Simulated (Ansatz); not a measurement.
Ionic part of the dielectric constant of CaF2 at 4 GPa, mode by mode

Level of theory: DFT PBE, scalar-relativistic, plane waves, PAW (Ansatz). Settings: 420 eV plane-wave cutoff, Γ-centred 8×8×8 mesh, fixed occupations. No spin polarisation. Phonons by linear response, acoustic sum rule imposed.

The structure is cubic, space group Fm-3m (No. 225). Conventional cell: a = 5.426 Å, b = 5.426 Å, c = 5.426 Å, α = 90.00°, β = 90.00°, γ = 90.00°. Around Ca (site symmetry m-3m) lie 8 F at 2.35 Å. Around F (site symmetry -43m) lie 4 Ca at 2.35 Å.

The primitive cell has V = 39.95 Å³ and ε∞,yy = 2.294. Each polar mode adds Δε = (4.92064×10⁷/V)·S/ν² along y, with S its oscillator strength in e²/amu, ν in cm⁻¹ and V in Å³.

Task: From these modes, find each Δε and ε0,yy.
```json
{"ν (cm⁻¹)": "258.9", "S_yy (e²/amu)": "0.2889"}
```

Result:
| ν (cm⁻¹) | Δε |
| --- | --- |
| 258.9 | 5.31 |

The sum is 5.311, so ε0,yy = 7.61; the run's tensor has 7.61.

Task: Where do the longitudinal modes lie for a wave vector along y?

Result: At 471 cm⁻¹. The Lyddane–Sachs–Teller product Π(ν_LO/ν_TO)² = 3.32 matches ε0/ε∞ = 3.32.

Cost: 1 run of about 0.55 core-minutes, on Intel Xeon Processor @ 2.70GHz (shared hosts).

The lattice supplies most of the static response: the ionic term of 5.31 is more than twice the electronic 2.294. All of it comes from the one infrared-active mode that fluorite symmetry allows, in which the Ca and F sublattices move against each other; the Raman-active fluorine mode carries no dipole. The electronic part is small because the filled F 2p shell is tightly bound and the gap is wide. The ionic part is large because strongly charged sublattices move against a fairly soft transverse restoring force, which the dipolar field weakens further. The same large effective charges, poorly screened by the electrons, push the longitudinal mode up to 471 cm⁻¹. Cubic symmetry makes the yy value valid for every direction.

The electronic constant lies above the value measured at ambient pressure by more than modest compression would explain, probably because PBE makes the electrons too polarisable. The Lyddane–Sachs–Teller agreement shows internal consistency, not accuracy against experiment, and a single pressure doesn't show how compression changes the response.
